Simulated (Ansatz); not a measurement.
Runs of Ansatz 0.2.0 on Ti. Symmetry: P6_3/mmc, No. 194, hexagonal system. Conventional cell: a = 2.950 Å, b = 2.950 Å, c = 4.680 Å, α = 90.00°, β = 90.00°, γ = 120.00°. Ti (site symmetry -6m2) has 12 Ti at 2.89 to 2.95 Å as nearest neighbours. 

```csv
level,gap on the mesh (eV),pressure (GPa),relaxed volume (Å³/atom)
PBE+D3(BJ)-ATM,none,0.0,16.67
PBE,none,0.0,17.40
PBE+D4,none,0.0,(a)
PBE+D3(BJ),none,0.0,16.50
```

Alike in all rows: task relaxation of cell and atoms; potentials or basis Ansatz PAW; no spin polarisation; cell relaxed; k mesh 10 × 10 × 6; cutoff (eV) 420; smearing fermi-dirac 0.05 eV.

Question: Fill in the values left out.

Answer: (a) 17.11.

Caveats: the plane-wave basis is chosen anew once the cell has moved, so the energies of steps on either side of that aren't comparable; pairwise dispersion overbinds metals, which lowers pressure and volume (some runs).

A gap of «none» marks a metal or a gap under the smearing width.
